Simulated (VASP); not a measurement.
# YbH3 (Fm-3m) in VASP: further runs, part 2 of 3

VASP 6.6.1. Earlier steps stand in the parts before.

**3. Single point, PBEsol**

This run uses another cell than the first one, of 11.76 Å³/atom, 1.503 times its volume.

INCAR reads:

```
SYSTEM = YbH3
  ALGO = Fast
  EDIFF = 1E-6
  ENCUT = 520
  GGA = PS
  ISIF = 2
  ISMEAR = 0
  LASPH = .True.
  LCHARG = .False.
  LREAL = .False.
  LWAVE = .False.
  NBANDS = 22
  NELM = 100
  PREC = Accurate
  SIGMA = 0.05
```

KPOINTS reads:

```
k-points
0
Gamma
  10 10 10
  0 0 0
```

POSCAR reads:

```
YbH3
1.0
    0.0000000000      2.8651395027      2.8651395027
    2.8651395027      0.0000000000      2.8651395027
    2.8651395027      2.8651395027      0.0000000000
Yb H
1 3
Direct
    0.0000000000      0.0000000000      0.0000000000
    0.5000000000      0.5000000000      0.5000000000
    0.2500000000      0.2500000000      0.2500000000
    0.7500000000      0.7500000000      0.7500000000
```

Potentials or basis: VASP PAW PBE potentials, release 64 (Yb, H).

Run with:

```console
> cat potpaw_PBE.64/Yb/POTCAR potpaw_PBE.64/H/POTCAR > POTCAR
> mpirun -np 1 vasp_std > vasp.out
```

OUTCAR:

```text
SYSTEM = YbH3
   EDIFF = 1E-6
   ENCUT = 520
   GGA = PS
   ISIF = 2
   ISMEAR = 0
   LASPH = .True.
   LREAL = .False.
   NELM = 100
   PREC = Accurate

 ion  position               nearest neighbor table
   1  0.000  0.000  0.000-
   2  0.500  0.500  0.500-
   3  0.250  0.250  0.250-
   4  0.750  0.750  0.750-

  LATTYP: Found a face centered cubic cell.
 ALAT       =     5.7302790054

  Lattice vectors:

 A1 = (   0.0000000000,   2.8651395027,   2.8651395027)
 A2 = (   2.8651395027,   0.0000000000,   2.8651395027)
 A3 = (   2.8651395027,   2.8651395027,   0.0000000000)

Analysis of symmetry for initial positions (statically):
=====================================================================
 Subroutine PRICEL returns:
 Original cell was already a primitive cell.

 Routine SETGRP: Setting up the symmetry group for a
 face centered cubic supercell.

 Subroutine GETGRP returns: Found 48 space group operations
 (whereof 48 operations were pure point group operations)
 out of a pool of 48 trial point group operations.

The static configuration has the point symmetry O_h .

Analysis of symmetry for dynamics (positions and initial velocities):
=====================================================================
 Subroutine PRICEL returns:
 Original cell was already a primitive cell.

 Routine SETGRP: Setting up the symmetry group for a
 face centered cubic supercell.

 Subroutine GETGRP returns: Found 48 space group operations
 (whereof 48 operations were pure point group operations)
 out of a pool of 48 trial point group operations.

The dynamic configuration has the point symmetry O_h .

 Subroutine INISYM returns: Found 48 space group operations
 (whereof 48 operations are pure point group operations),
 and found     1 'primitive' translations

----------------------------------------------------------------------------------------

                                     Primitive cell

  volume of cell :      47.0400

  direct lattice vectors                    reciprocal lattice vectors
     0.000000000  2.865139503  2.865139503    -0.174511572  0.174511572  0.174511572
     2.865139503  0.000000000  2.865139503     0.174511572 -0.174511572  0.174511572
     2.865139503  2.865139503  0.000000000     0.174511572  0.174511572 -0.174511572

  length of vectors
     4.051919143  4.051919143  4.051919143     0.302262910  0.302262910  0.302262910

  position of ions in fractional coordinates (direct lattice)
     0.000000000  0.000000000  0.000000000
     0.500000000  0.500000000  0.500000000
     0.250000000  0.250000000  0.250000000
     0.750000000  0.750000000  0.750000000

  ion indices of the primitive-cell ions
   primitive index   ion index
                 1           1
                 2           2
                 3           3
                 4           4

----------------------------------------------------------------------------------------

 KPOINTS: k-points

Automatic generation of k-mesh.
 Grid dimensions read from file:
 generate k-points for:   10   10   10

 Generating k-lattice:

  Cartesian coordinates                     Fractional coordinates (reciprocal lattice)
    -0.017451157  0.017451157  0.017451157     0.100000000  0.000000000  0.000000000
     0.017451157 -0.017451157  0.017451157     0.000000000  0.100000000  0.000000000
     0.017451157  0.017451157 -0.017451157     0.000000000  0.000000000  0.100000000

  Length of vectors
     0.030226291  0.030226291  0.030226291

  Shift w.r.t. Gamma in fractional coordinates (k-lattice)
     0.000000000  0.000000000  0.000000000

 Subroutine IBZKPT returns following result:
 ===========================================

 Found     47 irreducible k-points:

 Following reciprocal coordinates:
            Coordinates               Weight
  0.000000  0.000000  0.000000      1.000000
  0.100000  0.000000  0.000000      8.000000
  0.200000  0.000000  0.000000      8.000000
  0.300000  0.000000  0.000000      8.000000
  0.400000  0.000000  0.000000      8.000000
  0.500000  0.000000  0.000000      4.000000
[... 16 lines left out ...]
  0.300000  0.300000  0.000000      6.000000
  0.400000  0.300000  0.000000     24.000000
 [... further k-points ...]
   k-points           NKPTS =     47   k-points in BZ     NKDIM =     47   number of bands    NBANDS=     22
   number of dos      NEDOS =    301   number of ions     NIONS =      4
   total plane-waves  NPLWV =  27000
   dimension x,y,z NGX =    30 NGY =   30 NGZ =   30
   dimension x,y,z NGXF=    60 NGYF=   60 NGZF=   60
   ions per type =               1   3
   NGX,Y,Z   is equivalent  to a cutoff of  12.31, 12.31, 12.31 a.u.
   NGXF,Y,Z  is equivalent  to a cutoff of  24.62, 24.62, 24.62 a.u.
 SYSTEM =  YbH3
   PREC   = accura    normal or accurate (medium, high low for compatibility)
   ISTART =      0    job   : 0-new  1-cont  2-samecut
   ICHARG =      2    charge: 1-file 2-atom 10-const
   ISPIN  =      1    spin polarized calculation?
   LNONCOLLINEAR =      F non collinear calculations
   LSORBIT =      F    spin-orbit coupling
   LASPH  =      T    aspherical Exc in radial PAW
   ENCUT  =  520.0 eV  38.22 Ry    6.18 a.u.   7.53  7.53  7.53*2*pi/ulx,y,z
   NELM   =    100;   NELMIN=  2; NELMDL= -5     # of ELM steps
   EDIFF  = 0.1E-05   stopping-criterion for ELM
   LREAL  =      F    real-space projection
   EDIFFG = 0.1E-04   stopping-criterion for IOM
   NSW    =      0    number of steps for IOM
   IBRION =     -1    ionic relax: 0-MD 1-quasi-New 2-CG
   NFREE  =      0    steps in history (QN), initial steepest desc. (CG)
   ISIF   =      2    stress and relaxation
   ISYM   =      2    0-nonsym 1-usesym 2-fastsym
   POTIM  = 0.5000    time-step for ionic-motion
   TEBEG  =    0.0;   TEEND  =   0.0 temperature during run
   PSTRESS=    0.0 pullay stress
   NELECT =      27.0000    total number of electrons
   NUPDOWN=      -1.0000    fix difference up-down
   EMIN   =  10.00;   EMAX   =-10.00  energy-range for DOS
   EFERMI =   0.00;   METHOD = LEGACY
   ISMEAR =     0;   SIGMA  =   0.05  broadening in eV -4-tet -1-fermi 0-gaus
   EFERMI_NEDOS =   21; number of points for ismear=-14 and -15
   IALGO  =     68    algorithm
   IMIX   =      4    mixing-type and parameters
     AMIX     =   0.40;   BMIX     =  1.00
     AMIX_MAG =   1.60;   BMIX_MAG =  1.00
  volume/ion in A,a.u.               =      11.76        79.36
  Fermi-wavevector in a.u.,A,eV,Ry     =   1.360526  2.571022 25.184821  1.851032
  Thomas-Fermi vector in A             =   2.487181
   LORBIT       =      0    0 simple, 1 ext, 2 COOP (PROOUT), +10 PAW based schemes
   GGA     = PS    functional components
   LHFCALC =     F    Hartree Fock is set to
   AEXX    =    0.0000 exact exchange contribution
   IVDW    =     0    specifies the selected vdW correction
   LEPSILON=     F    determine dielectric tensor
   LRPA    =     F    only Hartree local field effects (RPA)
 non-spin polarized calculation
 RMM-DIIS sequential band-by-band and
 Gauss-broadening in eV      SIGMA  =   0.05
  energy-cutoff  :      520.00
  volume of cell :       47.04
 maximum number of plane-waves:      1295
   NGX = 15   NGY = 15   NGZ = 15

 number of electron      26.9999984 magnetization

 Free energy of the ion-electron system (eV)
  ---------------------------------------------------
  ext. energy  EPLUGINS =         0.00000000
  ---------------------------------------------------
  free energy    TOTEN  =       -14.60957941 eV

  energy without entropy =      -14.60667175  energy(sigma->0) =      -14.60812558

 E-fermi :   0.0302     XC(G=0):  -9.7573

 val. band max:        0.0071955964   @ k =   0.2000   0.2000   0.0000
 cond. band min:       0.0393385014   @ k =   0.3000   0.3000   0.0000
 fundamental gap:      0.0321429049
 Fermi energy:         0.0302154890

 k-point     1 :       0.0000    0.0000    0.0000
  band No.  band energies     occupation
      1     -51.2830      2.00000
      2     -23.4089      2.00000
      3     -23.4089      2.00000
      4     -23.4089      2.00000
      5      -6.8940      2.00000
      6      -0.9057      2.00000
[... 14 lines left out ...]
     21      10.1760      0.00000
     22      10.1800      0.00000
[... 552 lines left out ...]
  band No.  band energies     occupation
      1     -51.2784      2.00000
      2     -23.5212      2.00000
      3     -23.4518      2.00000
      4     -23.4471      2.00000
      5      -4.5275      2.00000
      6      -2.2887      2.00000
[... 14 lines left out ...]
     21       8.4133      0.00000
     22       8.8941      0.00000

 [... further k-points ...]
[... 5 lines left out ...]
  --------------------------------------------------------------------------------------
  -------------------------------------------------------------------------------------
  Total       -5.0059801     -5.0059801     -5.0059801     -0.0000000      0.0000000     -0.0000000
  in kB     -170.5031414   -170.5031414   -170.5031414     -0.0000000      0.0000000     -0.0000000
  external PRESSURE =    -170.5031414 kB  Pullay stress =       0.0000000 kB

 VOLUME and BASIS-vectors are now :
 -----------------------------------------------------------------------------
  energy-cutoff  :      520.00
  volume of cell :       47.04
      direct lattice vectors                 reciprocal lattice vectors
     0.000000000  2.865139503  2.865139503    -0.174511572  0.174511572  0.174511572
     2.865139503  0.000000000  2.865139503     0.174511572 -0.174511572  0.174511572
     2.865139503  2.865139503  0.000000000     0.174511572  0.174511572 -0.174511572

 POSITION                                       TOTAL-FORCE (eV/Angst)
 -----------------------------------------------------------------------------------
      0.00000      0.00000      0.00000        -0.000000     -0.000000     -0.000000
      2.86514      2.86514      2.86514        -0.000000     -0.000000     -0.000000
      1.43257      1.43257      1.43257        -0.000000     -0.000000     -0.000000
      4.29771      4.29771      4.29771         0.000000      0.000000      0.000000
 -----------------------------------------------------------------------------------
    total drift:                                0.000000     -0.000000      0.000000

  FREE ENERGIE OF THE ION-ELECTRON SYSTEM (eV)
  ---------------------------------------------------
  free  energy   TOTEN  =       -14.6095794145 eV

  energy  without entropy=      -14.6066717483  energy(sigma->0) =      -14.60812558
```

stdout:

```text
POSCAR found type information on POSCAR YbH
 POSCAR found :  2 types and       4 ions
 scaLAPACK will be used
 -----------------------------------------------------------------------------
|                                                                             |
|                                                                             |
|     You enforced a specific xc type in the INCAR file but a different       |
|     I HOPE YOU KNOW WHAT YOU ARE DOING!                                     |
|                                                                             |
 -----------------------------------------------------------------------------

 LDA part: xc-table for (Slater+PW92), standard interpolation
 POSCAR, INCAR and KPOINTS ok, starting setup
 FFT: planning ... GRIDC
 FFT: planning ... GRID_SOFT
 FFT: planning ... GRID
 WAVECAR not read
 entering main loop
WARNING in EDDRMM: call to ZHEGV failed, returncode =   8  4      4
WARNING in EDDRMM: call to ZHEGV failed, returncode =   8  4      4
```

It took 81 s on 1 thread of Intel Xeon 6975P-C (Granite Rapids), shared host; peak memory 0.21 GiB.

Results:

- Free energy: -14.6096 eV
- Pressure: -17.1 GPa
- Band gap on the k mesh: none (metal or under the smearing width)

Levels at points of the mesh, in eV from the Fermi level:
| k point | band 10 | band 11 | band 12 | band 13 | band 14 | band 15 | band 16 | band 17 |
| --- | --- | --- | --- | --- | --- | --- | --- | --- |
| (0.00, 0.00, 0.00) | -0.26 | -0.26 | -0.26 | 1.51 | 2.47 | 3.21 | 3.21 | 3.21 |
| (0.50, 0.00, 0.00) | -0.28 | -0.28 | -0.28 | -0.26 | 1.16 | 3.05 | 3.05 | 5.64 |
| (0.50, 0.50, 0.00) | -0.31 | -0.29 | -0.29 | -0.29 | -0.24 | 5.13 | 5.73 | 5.73 |

Caveat: so large a pressure means that the cell lies far from this level's equilibrium, or that cutoff or potentials fall short; the potentials were made for another functional, which shifts forces and pressure; without U or exact exchange the open f shell lies at the Fermi level, which spoils levels, moments and volumes. The run has no spin-orbit coupling, so splittings on Yb are missing.

**4. Single point, PBEsol**

This run uses another cell than the first one, of 10.58 Å³/atom, 1.353 times its volume.

INCAR reads:

```
SYSTEM = YbH3
PREC = Accurate
ENCUT = 520
EDIFF = 1E-7
ISMEAR = 0
SIGMA = 0.05
LREAL = .False.
LASPH = .True.
NELM = 80
ALGO = Normal
ISIF = 2
LWAVE = .False.
LCHARG = .True.
GGA = PS
LELF = .True.
LVHAR = .True.
NBANDS = 22
```

KPOINTS reads:

```
Automatic mesh
0
Gamma
  10 10 10
  0 0 0
```

POSCAR reads:

```
YbH3
1.0
    0.0000000000      2.7662617753      2.7662617753
    2.7662617753      0.0000000000      2.7662617753
    2.7662617753      2.7662617753      0.0000000000
Yb H
1 3
Direct
    0.0000000000      0.0000000000      0.0000000000
    0.5000000000      0.5000000000      0.5000000000
    0.2500000000      0.2500000000      0.2500000000
    0.7500000000      0.7500000000      0.7500000000
```

Run with:

```console
> cat potpaw_PBE.64/Yb/POTCAR potpaw_PBE.64/H/POTCAR > POTCAR
> mpirun -np 1 vasp_std > vasp.out
```

It took 45 s on 1 thread of Intel Xeon 6975P-C (Granite Rapids), shared host; peak memory 0.21 GiB.

The run converged. Its results:

```yaml
Free_energy: -15.0882 eV
Pressure: -15.6 GPa
Band_gap_on_the_k_mesh: none (metal or under the smearing width)
```

Levels at points of the mesh, in eV from the Fermi level:
| k point | band 9 | band 10 | band 11 | band 12 | band 13 | band 14 | band 15 | band 16 | band 17 | band 18 |
| --- | --- | --- | --- | --- | --- | --- | --- | --- | --- | --- |
| (0.00, 0.00, 0.00) | -0.36 | -0.27 | -0.27 | -0.27 | 1.07 | 2.27 | 3.16 | 3.16 | 3.16 | 5.41 |
| (0.50, 0.00, 0.00) | -0.35 | -0.30 | -0.30 | -0.29 | -0.27 | 1.07 | 2.97 | 2.97 | 6.19 | 6.62 |
| (0.50, 0.50, 0.00) | -0.34 | -0.33 | -0.32 | -0.32 | -0.31 | -0.24 | 5.76 | 6.08 | 6.08 | 6.79 |

Caveat: so large a pressure means that the cell lies far from this level's equilibrium, or that cutoff or potentials fall short; the potentials were made for another functional, which shifts forces and pressure; without U or exact exchange the open f shell lies at the Fermi level, which spoils levels, moments and volumes.

(Continued in part 3 of 3.)
